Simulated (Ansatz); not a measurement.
# SiO2: the cost of one run

Program: Ansatz 0.2.0. Level of theory: DFT PBE, scalar-relativistic, plane waves, PAW. These are calculated values, not measurements.

## (1) Starting point

The cell holds 21 atoms (O14Si7): a = 6.651 Å, b = 7.206 Å, c = 6.939 Å, α = 92.65°, β = 91.55°, γ = 95.07°.

7 Si, 14 O were thrown into a skewed cell at random, at 1.05 times a reference volume of the solid, and pushed apart as soft spheres.

Its coordinates follow in the input file.

## (2) Dynamics at 4000 K

The cutoff is lowered while the worst contacts of the packing are taken out. One k point, a Fermi-Dirac width of 0.345 eV and a fixed cell.

input.yaml reads:

```yaml
crystal:
  lattice:
    - [6.642891, -0.307238, -0.095395]
    - [-0.307238, 7.197971, -0.165823]
    - [-0.095395, -0.165823, 6.936323]
  atoms:
    - { symbol: Si, position: [0.5587777725, 0.0298550159, 0.6113446248] }
    - { symbol: Si, position: [0.9732860989, 0.3427068585, 0.9118906578] }
    - { symbol: Si, position: [0.6589567444, 0.4392604551, 0.221158097] }
    - { symbol: Si, position: [0.1150051264, 0.9234720618, 0.7254173609] }
    - { symbol: Si, position: [0.6021165261, 0.6666943258, 0.7555203247] }
    - { symbol: Si, position: [0.9786828897, 0.99814606, 0.2661788809] }
    - { symbol: Si, position: [0.3066405716, 0.8073471916, 0.1303019454] }
    - { symbol: O, position: [0.1039565978, 0.7617084445, 0.9330202116] }
    - { symbol: O, position: [0.1337235807, 0.3793421301, 0.6851733773] }
    - { symbol: O, position: [0.5661574176, 0.2314211985, 0.2997183992] }
    - { symbol: O, position: [0.0196658985, 0.1222060581, 0.9664106766] }
    - { symbol: O, position: [0.2260418449, 0.4641151021, 0.2565931627] }
    - { symbol: O, position: [0.8964912823, 0.4016984916, 0.41826951] }
    - { symbol: O, position: [0.8363778325, 0.8658269137, 0.7293143885] }
    - { symbol: O, position: [0.1353227665, 0.7664737594, 0.3736223197] }
    - { symbol: O, position: [0.4806062959, 0.8986930207, 0.3824063991] }
    - { symbol: O, position: [0.2308359526, 0.175846619, 0.4182392419] }
    - { symbol: O, position: [0.66138039, 0.6379947784, 0.4860347661] }
    - { symbol: O, position: [0.8048901641, 0.8315285722, 0.0976187382] }
    - { symbol: O, position: [0.4982751665, 0.9937628416, 0.9746167089] }
    - { symbol: O, position: [0.5035893386, 0.3762868325, 0.653723752] }
  symmetry: { detect: false }
basis:
  ecutwfc: 320
  xc_grid: 1
kpoints:
  mp_grid: { grid: [1, 1, 1], shift: [0.25, 0.25, 0.25] }
hamiltonian:
  xc: pbe
scf:
  occupations: { method: fermi_dirac, width: 0.3447 }
  lower_state_search: "off"
  convergence: { dr2_threshold: 1.0e-05 }
output:
  forces: true
  stress: true
md:
  timestep: 2.0
  n_steps: 24
  ensemble: nvt_langevin
  friction: 0.03
  temperature: 4000.0
  initial_velocities: maxwell_boltzmann
  seed: 5012
```

On the command line:

```bash
> ansatz run input.yaml --threads 2 --pin off --max-ram 5120MiB --backend cpu --events-out ev --progress --plain --runs-dir out
```

What time and memory should one allow on 2 threads of Arm Neoverse V2, shared host?

About 25 s, with a peak of 0.39 GiB.
